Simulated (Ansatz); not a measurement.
# TiSe2: LAPW beside PAW, part 2 of 2

Does the method matter for TiSe2? The same cell, functional and mesh are run with full-potential LAPW, PAW with frozen cores and datasets made for this crystal.

Ansatz 0.2.0; DFT PBEsol; a Materials Project cell. «Crystal datasets» are all-electron PAW datasets made for this crystal. Earlier steps stand in the parts before.

## (3) PAW with frozen cores

Contents of input.yaml:

```yaml
crystal:
  lattice:
    - [3.5565669337, 0.0, 0.0]
    - [-1.7782834669, 3.0800773149, 0.0]
    - [0.0, 0.0, 6.34762586]
  atoms:
    - { symbol: Ti, position: [0.0, 0.0, 0.0] }
    - { symbol: Se, position: [0.3333333333, 0.6666666667, 0.23992784] }
    - { symbol: Se, position: [0.6666666667, 0.3333333333, 0.76007216] }
kpoints:
  mp_grid: { grid: [11, 11, 5] }
  band_path:
    path:
      - [0.0, 0.0, 0.0]
      - [0.5, 0.0, 0.0]
      - [0.3333333333, 0.3333333333, 0.0]
      - [0.0, 0.0, 0.0]
      - [0.0, 0.0, 0.5]
      - [0.5, 0.0, 0.5]
      - [0.3333333333, 0.3333333333, 0.5]
      - [0.0, 0.0, 0.5]
      - [0.5, 0.0, 0.5]
    npoints: 8
scf:
  occupations: { method: fermi_dirac, width: 0.05 }
hamiltonian:
  xc: pbesol
  pseudopotentials: { kind: paw }
output:
  forces: true
  stress: true
  eigenvalues: true
  efg: { contact_densities: true }
  populations: true
  bader: true
  dos: { projected: true, de: 0.2, e_range: [-14, 8] }
  write_density: true
  write_potential: true
  elf: true
  volumetric_format: npy
```

Started as:

```sh
$ ansatz run input.yaml --threads 1 --pin off --max-ram 4096MiB --backend cpu --events-out ev --progress --plain --runs-dir out
```

What it wrote:

```text
Engine: ansatz 0.2.0
Pseudopotentials: kind: paw
Pseudopotential: Ti, paw, valence charge 12, recommended cutoff 420 eV (normal)
Pseudopotential: Se, paw, valence charge 16, recommended cutoff 420 eV (normal)
Functional definition: PBEsol
  exchange = pbesol_x
  correlation = pbesol_c
Crystal: 3 atoms, lattice volume = 69.535 Å³
Basis set: ecut = 420 eV, 1323 PW (Γ), exchange–correlation on 48×48×90 points (8 copies of the dense FFT grid, shifted against one another)
Bands: 27, of which v1, the nominal top of the filled ones, is band 22 counted from 1 (21 counted from 0)
Symmetry: 12 space group operations
Space group: P-3m1 (ITA 164), of the structure as read, at distance tolerance 4.1e-5 Å
k-points: 68 of 605
Non-local potential: Ti, projectors of the file, l = 0: 3, l = 1: 2, l = 2: 3, l = 3: 1
Non-local potential: Se, projectors of the file, l = 0: 2, l = 1: 2, l = 2: 3, l = 3: 1
PAW form: soft (Blöchl's): semilocal exchange-correlation on the pseudo side does not see the compensation charge
PAW frozen core: Ti, regenerated for the run's functional, and the local potential with it (the file was generated under x = pbe(κ = 0.804, μ = 0.2195149727645171), c = pbe(β = 0.06672455060314922))
PAW frozen core: Se, regenerated for the run's functional, and the local potential with it (the file was generated under x = pbe(κ = 0.804, μ = 0.2195149727645171), c = pbe(β = 0.06672455060314922))
PAW one-centre angular grid: Ti, 590 points (default); XC on 64 Gauss nodes
PAW one-centre angular grid: Se, 590 points (default); XC on 64 Gauss nodes
Initial density: superposition of atomic densities (neutral atoms: chi_scale 0, normalization atom), corrected by the library's trained network
Initial wavefunctions: pseudopotential atomic-orbital guess
Functional: x = pbesol(κ = 0.804, μ = 0.12345679012345678), c = pbesol(β = 0.046)
SCF iter   1: F=—  HF=-13325.694748 eV  |F-HF|=—  |Δ(HF+E_count)|=         —  Δρ=5.49e-3  dr2=2.80e-2  ethr=1.77e-3  ⟨swp⟩=5.8  Hψ=7034  notcnv=0
preconditioner: auto → LDOS  [metal: Δε(μ)=0.058 eV  Ē_g=7.110 eV  σ=0.050 eV  W_gap=0.27  n_scr=22 (ndim 8)  ℏωp=17.8 eV  f_vac=0.091  D(μ)=0.61/eV (n_scr^D=2)  β→1.0]
SCF iter   2: F=—  HF=-13325.704689 eV  |F-HF|=—  |Δ(HF+E_count)|=   9.94e-3  Δρ=1.03e-2  dr2=1.32e-1  ethr=6.37e-5  ⟨swp⟩=2.0  Hψ=4216  notcnv=0
SCF iter   3: F=—  HF=-13325.690967 eV  |F-HF|=—  |Δ(HF+E_count)|=   1.37e-2  Δρ=1.38e-3  dr2=3.59e-3  ethr=6.37e-5  ⟨swp⟩=2.0  Hψ=2924  notcnv=0
SCF iter   4: F=—  HF=-13325.690450 eV  |F-HF|=—  |Δ(HF+E_count)|=   5.18e-4  Δρ=2.08e-4  dr2=4.82e-5  ethr=8.16e-6  ⟨swp⟩=2.0  Hψ=2234  notcnv=0
SCF iter   5: F=—  HF=-13325.690421 eV  |F-HF|=—  |Δ(HF+E_count)|=   2.90e-5  Δρ=4.33e-5  dr2=2.81e-6  ethr=1.10e-7  ⟨swp⟩=2.0  Hψ=3259  notcnv=0
SCF iter   6: F=-13325.690420 eV  HF=-13325.690420 eV  |F-HF|=1.55e-8  |Δ(HF+E_count)|=   4.28e-7  Δρ=1.28e-5  dr2=7.78e-8  ethr=2.27e-10  ⟨swp⟩=6.7  Hψ=11916  notcnv=0
SCF 1 converged in 6 iterations: F = -13325.690420 eV  dr2 = 7.78e-8
NSCF: frozen V_eff on 65 k-points
SCF converged after 6 iterations
Free energy (F): -13325.690420 eV
Harris-Foulkes:  -13325.690420 eV  (|F-HF|=1.55e-8)
Internal energy: -13325.684216 eV  (E = F + TS)
E sigma→0 (E₀):  -13325.687318 eV
Entropy (-TS):   -0.006204 eV (-2.068 meV/atom)
Fermi energy:    8.479780 eV
--- Per-component energies (eV) ---
  E_band       = -969.504077
  E_kinetic    = 508.102054
  E_local      = -6230.925044  (includes V_loc(G=0)·N_el)
  E_nonlocal   = -1177.748025
  E_hartree    = 2990.966801
  E_xc         = -303.743957
  E_vxc        = -318.160509  (∫ρ·V_xc dr)
  E_paw        = -4756.856483  (= ΣΔE_a)
  E_vpaw       = 267.294738  (= ΣTr[D̂ρ^β])
  E_aug_tail   = -0.001097  (compensation charges beyond the density's cutoff)
  E_ewald      = -4357.634750
  E_core_change = 2.156285  (= ΣΔE_core)
  E_smearing   = -0.006204  (= −TS)
  E_closure    = -0.000000  (closes the sum)
  Σ components = -13325.690420   (vs F -13325.690420, Δ=0.00e0)
--- Forces (eV/Å), atoms counted from 1 ---
  atom   1  Ti     0.00000000     0.00000000     0.00000000
  atom   2  Se     0.00000000    -0.00000000    -0.05476637
  atom   3  Se    -0.00000000     0.00000000     0.05476637
  max |Σ_I F_I| component: 1.73e-18 eV/Å
--- Stress (GPa, compression-positive) ---
       -3.310444      -0.000000      -0.000000
       -0.000000      -3.310444       0.000000
       -0.000000       0.000000      -1.522833
  P = ⅓ Tr σ = -2.7146 GPa (-27.146 kbar)
--- PAW observables at the nuclei: V_zz in 10²¹ V/m², potentials from the cell's mean, atoms counted from 1 ---
  atom   1  Ti V_zz =    -2.465460   η = 0.0000   by run symmetry: allowed
            electrostatic potential = -2525.350682 V   contact ρ = 56638.615147 e/Å³
  atom   2  Se V_zz =    -4.676232   η = 0.0000   by run symmetry: allowed
            electrostatic potential = -4710.112078 V   contact ρ = 262401.080585 e/Å³
  atom   3  Se V_zz =    -4.676232   η = 0.0000   by run symmetry: allowed
            electrostatic potential = -4710.112078 V   contact ρ = 262401.080585 e/Å³
--- Band table (eV; the first three rows and the last of 68) ---
  k-point 0: bands = ["-48.8697", "-38.7405", "-38.7405", "-38.7402", "-38.7402", "-38.7253", "-38.7253", "-38.7248", "-38.7248", "-38.7167", "-38.7164", "-25.2038", "-25.1852", "-25.1852", "-5.2399", "-4.0236", "3.4946", "6.2227", "6.2227", "8.3330", "8.9437", "8.9437", "8.9719", "8.9719", "9.1760", "11.9606", "11.9606"]
  k-point 1: bands = ["-48.8697", "-38.7405", "-38.7405", "-38.7402", "-38.7402", "-38.7253", "-38.7253", "-38.7248", "-38.7248", "-38.7167", "-38.7164", "-25.2038", "-25.1852", "-25.1852", "-5.1832", "-4.1151", "3.7686", "6.2311", "6.2311", "7.5702", "8.9302", "8.9302", "8.9460", "8.9460", "9.4651", "12.0189", "12.0189"]
  k-point 2: bands = ["-48.8697", "-38.7405", "-38.7405", "-38.7402", "-38.7402", "-38.7252", "-38.7252", "-38.7249", "-38.7249", "-38.7166", "-38.7165", "-25.2038", "-25.1852", "-25.1852", "-5.0672", "-4.2859", "4.3939", "6.2451", "6.2451", "6.4991", "8.8761", "8.8761", "8.9379", "8.9379", "9.6363", "12.1131", "12.1131"]
  k-point 67: bands = ["-48.8623", "-38.7398", "-38.7394", "-38.7392", "-38.7389", "-38.7255", "-38.7255", "-38.7251", "-38.7250", "-38.7156", "-38.7156", "-25.2521", "-25.2351", "-25.1822", "-3.6341", "-3.6003", "4.1750", "4.4397", "4.9579", "5.7300", "6.3492", "6.4884", "9.4694", "9.8409", "9.8882", "11.4821", "11.9203"]
--- Löwdin populations: 3 sites ---
  site symbol       q [e]
     0     Ti     11.2749
     1     Se     16.2868
     2     Se     16.2868
  spilling = 0.003442 (of n_electrons = 44.000000)
--- Bader charges: 3 sites ---
  site symbol  charge [e]  shift [e]
     0     Ti      1.5677     0.0003
     1     Se     -0.7838     0.0002
     2     Se     -0.7838     0.0002
  estimated error of the sums over rays = 6.3e-4 e
```

Run time: 54 s. Hardware: 1 thread, shared host.

Result: pressure -2.71 GPa; no gap; largest force 0.055 eV/Å; Vzz Ti1 -2.47 (η = 0.00), Se2 -4.68 (η = 0.00) (10²¹ V/m²).

```
atom  Bader charge (e)  basin volume (Å³)
 Ti1             +1.57              10.06
 Se2             -0.78              29.74
```

Density in a lattice plane of the grid's cell (edges 3.56 and 6.35 Å, at 0.000 of the third edge), which holds Ti.

Ten even steps from '0' (0.01 e/Å³) to '9' (10.12 e/Å³):
```
86300000000036
22100000000012
00000000000000
00000000000000
00000000000000
00000000000000
00000000000000
00000000000000
00000000000000
00000000000000
00000000000000
00000000000000
00000000000000
00000000000000
00000000000000
00000000000000
00000000000000
22100000000012
86300000000036
98510000000158
```
Columns run along the first of these edges and rows up along the second, over one cell in 14 and 20 even steps from the bottom left corner. Atoms in the plane (fractional): Ti at (0.00, 0.00).

ELF in the same plane.

Ten even steps from '0' (0.00) to '9' (0.73):
```
46841245421486
77522578752257
11136899986311
01258999998521
11368999998631
11258999998521
00136899986310
00013567653100
00001122211000
00000000000000
00001122211000
00013567653100
00136899986310
11258999998521
11368999998631
01258999998521
11136899986311
77522578752257
46841245421486
02751123211572
```
Columns run along the first of these edges and rows up along the second, over one cell in 14 and 20 even steps from the bottom left corner. Atoms in the plane (fractional): Ti at (0.00, 0.00).

Both are smooth fields of the valence electrons: close to the nuclei they are not physical.

Outside the cores ELF peaks at 0.87 beside Se, off the lines to its neighbours, 0.9 Å from Se.

## (4) Datasets made for this crystal

Changes to input.yaml since step 3:

```diff
@@ -27,3 +27,3 @@
   xc: pbesol
-  pseudopotentials: { kind: paw }
+  pseudopotentials: { kind: all_electron, datasets: crystal }
 output:
@@ -33,8 +33 @@
   efg: { contact_densities: true }
-  populations: true
-  bader: true
-  dos: { projected: true, de: 0.2, e_range: [-14, 8] }
-  write_density: true
-  write_potential: true
-  elf: true
-  volumetric_format: npy
```

Started as:

```sh
$ ansatz run input.yaml --threads 1 --pin off --max-ram 4096MiB --backend cpu --events-out ev --progress --plain --runs-dir out
```

What it wrote, shortened:

```text
[...]
[... 1 set-up line as earlier in the session ...]
Pseudopotential: Ti, paw, valence charge 12, recommended cutoff 220 eV (normal), Koelling and Harmon's equation, gaussian nucleus
Pseudopotential: Se, paw, valence charge 16, recommended cutoff 220 eV (normal), Koelling and Harmon's equation, gaussian nucleus
[... 1 set-up line as earlier in the session ...]
[...]
Crystal: 3 atoms, lattice volume = 69.535 Å³
Basis set: ecut = 220 eV, 513 PW (Γ), exchange–correlation on 40×40×72 points (8 copies of the dense FFT grid, shifted against one another)
Bands: 12, of which v1, the nominal top of the filled ones, is band 8 counted from 1 (7 counted from 0)
[... 2 set-up lines as earlier in the session ...]
k-points: 68 of 605
[...]
--- Stress (GPa, compression-positive) ---
       -3.316819      -0.000000      -0.000000
       -0.000000      -3.316819       0.000000
       -0.000000       0.000000      -1.524558
  P = ⅓ Tr σ = -2.7194 GPa (-27.194 kbar)
  It holds what live shells' own plane waves past their cutoff add
--- PAW observables at the nuclei: V_zz in 10²¹ V/m², potentials from the cell's mean, atoms counted from 1 ---
  atom   1  Ti V_zz =    -2.441567   η = 0.0000   by run symmetry: allowed
            electrostatic potential = -2523.886316 V   contact ρ = 56685.574542 e/Å³
  atom   2  Se V_zz =    -4.736291   η = 0.0000   by run symmetry: allowed
            electrostatic potential = -4708.460733 V   contact ρ = 262469.042505 e/Å³
  atom   3  Se V_zz =    -4.736291   η = 0.0000   by run symmetry: allowed
            electrostatic potential = -4708.460733 V   contact ρ = 262469.042505 e/Å³
--- Band table (eV; the first three rows and the last of 68) ---
  k-point 0: bands = ["-4.7204", "-3.5048", "4.0127", "6.7415", "6.7415", "8.8518", "9.4628", "9.4628", "9.4915", "9.4915", "9.6948"]
[...]
```

Wall time 56 s (1 thread, shared host).

Result: pressure -2.72 GPa; no gap; largest force 0.055 eV/Å; Vzz Ti1 -2.44 (η = 0.00), Se2 -4.74 (η = 0.00) (10²¹ V/m²).

```
atom  contact density (e/Å³)
 Ti1                56685.57
 Se2                  262469
```

## (5) Comparison

```
          method  pressure (GPa)  largest force (eV/Å)  Vzz Ti1 (10²¹ V/m²)  Vzz Se2 (10²¹ V/m²)  SCF cycles, all passes
            LAPW           -2.72                 0.055                    –                    –                      10
             PAW           -2.71                 0.055                -2.47                -4.68                       6
crystal datasets           -2.72                 0.055                -2.44                -4.74                      11
```

## (6) Results

What follows sums up all 2 parts.

```
           quantity                                               value
           pressure   LAPW -2.72, PAW -2.71, crystal datasets -2.72 GPa
         gap (LAPW)                                                none
      largest force  LAPW 0.055, PAW 0.055, crystal datasets 0.055 eV/Å
Bader charges (PAW)                              Ti1 +1.57, Se2 -0.78 e
  highest ELF (PAW)                                0.87, 0.86 Å from Se
```

**Reading.** At this geometry the cell is under tension of 2.7 GPa, so it would shrink if let go. There is no gap at this level: the crystal is a metal or semimetal here, or the functional closes a real gap. Ti 3d carries the largest share, 64 %, of the projected states within 0.3 eV of the Fermi level. The projection holds only the free atom's occupied shells (Ti 4s, Ti 3d, Se 4s, Se 4p in this range). The field gradient at Se2, the largest by crystal datasets, is -4.68 by PAW and -4.74 by crystal datasets (10²¹ V/m²), within 5 %. In pressure, PAW differs from LAPW by less than 0.01 GPa. The forces differ by at most 1 meV/Å in a component, on a largest force of 0.055 eV/Å.
